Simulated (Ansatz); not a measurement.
## MgO (CsCl type) under strain

MgO in the CsCl structure, relaxed with r2SCAN in the PAW code Ansatz. It is cubic, Pm-3m (No. 221); conventional cell a = 2.623 Å, 9.03 Å³ an atom. Mg has 8 O at 2.27 Å; O has 8 Mg at 2.27 Å.

The axes x, y and z are those of this cell:
```xyz
2
Lattice="2.6233 0.0000 0.0000 0.0000 2.6233 0.0000 0.0000 0.0000 2.6233" Properties=species:S:1:pos:R:3 pbc="T T T"
Mg    0.0000    0.0000    0.0000
O     1.3117    1.3117    1.3117
```

Unstrained: The PBE gap is indirect, 2.640 eV (M to Γ), below the direct gap of 3.656 eV at Γ. With r2SCAN the valence top lies at M and the conduction bottom at Γ, 3.492 eV higher; the smallest vertical gap, at Γ, is 4.546 eV. HSE06 gives an indirect gap of 4.196 eV, from M to Γ; the least direct gap is 5.293 eV at Γ. Meshes: PBE 10×10×10, r2SCAN 10×10×10, HSE06 6×6×6. Strains are changes of length per length, and xy shears are angles. After each strain the atoms were relaxed again with r2SCAN within the symmetry that the strain leaves, so tilts or polar shifts that break it weren't tested; points keep the names that they have in the unstrained zone. One strained cell lies below the unstrained one, which is therefore a saddle: all changes count from an unstable reference. (Calculated; spin-unpolarised; the phase may be known or hypothetical.)

Changes of the least gap in eV (an overlap counts as a negative gap):

| strain | volume change (%) | space group | PBE | r2SCAN | HSE06 | energy rise, r2SCAN (meV/atom) |
| --- | --- | --- | --- | --- | --- | --- |
| xy shear, engineering strain (angle) +3.05 % | 0.0 | Cmmm | +0.008 | +0.007 | +0.008 | -1.6 |
| biaxial +5.05 % in x and y, z held | +10.4 | P4/mmm | -1.235 | -1.290 | -1.324 | 70.3 |

Xy shear, engineering strain (angle) +3.05 %. HSE06: the gap goes from 4.196 to 4.204 eV (+0.008 eV). Stress change with r2SCAN, compression positive: xx +0.13, yy +0.13, zz +0.06, xy +1.87 GPa.

Biaxial +5.05 % in x and y, z held. HSE06: the gap goes from 4.196 to 2.872 eV (-1.324 eV). Stress change with r2SCAN, compression positive: xx -22.20, yy -22.20, zz +7.14 GPa.

The meshes of the hybrids are coarse, so their gaps aren't converged to the digits shown.
